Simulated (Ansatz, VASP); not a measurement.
**B: VASP beside Ansatz**

Contents of INCAR:

```
SYSTEM = B
  PREC = Accurate
  ENCUT = 520
  EDIFF = 1E-7
  ISMEAR = 0
  SIGMA = 0.15
  LREAL = .False.
  LASPH = .True.
  NELM = 60
  ALGO = Normal
  ISIF = 2
  LWAVE = .False.
  LCHARG = .False.
  GGA = PS
  NBANDS = 8
```

The input KPOINTS:

```
regular mesh
0
Gamma
  33 33 14
  0 0 0
```

POSCAR

```
B
1.0
    1.7279700794      0.0000000000      0.0000000000
   -0.8639850397      1.4964659858      0.0000000000
    0.0000000000      0.0000000000      3.6899541928
B
1
Direct
    0.0000000000      0.0000000000      0.0000000000
```

Input for Ansatz:

```yaml
crystal:
  lattice:
    - [1.7279700794, 0.0, 0.0]
    - [-0.8639850397, 1.4964659858, 0.0]
    - [0.0, 0.0, 3.6899541928]
  atoms:
    - { symbol: B, position: [0.0, 0.0, 0.0] }
basis:
  ecutwfc: 420
kpoints:
  mp_grid: { grid: [33, 33, 14] }
hamiltonian:
  xc: pbesol
scf:
  occupations: { method: gaussian, width: 0.15 }
output:
  forces: true
  stress: true
  eigenvalues: true
```

Change from the starting cell: strain +0.015 along x and y, +0.015 along z, atoms carried along.

Alike in both runs: task single point; functional PBEsol; k mesh 33 × 33 × 14; occupations gaussian, width 0.15 eV; no spin polarisation.

|  | VASP | Ansatz |
| --- | --- | --- |
| version | VASP 6.6.1 | Ansatz 0.2.0 |
| potentials or method | VASP PAW PBE potentials, release 64 (B) | scalar-relativistic, plane waves, PAW |
| plane-wave cutoff (eV) | 520 | 420 |
| valence electrons in the cell | 3 | 3 |

VASP gave:

- gap on the k mesh at the Fermi level (eV): none
- pressure (GPa): -6.2
- largest component of the traceless stress (GPa): 5.40

Q: What did Ansatz give for the same quantities?

A: gap on the k mesh at the Fermi level (eV): none; pressure (GPa): -6.4; largest component of the traceless stress (GPa): 5.64.

A gap of «none» marks a metal or a gap that the smearing closes.

Caveats: the PAW data sets were made with another functional, which shifts forces and pressure a little (VASP).
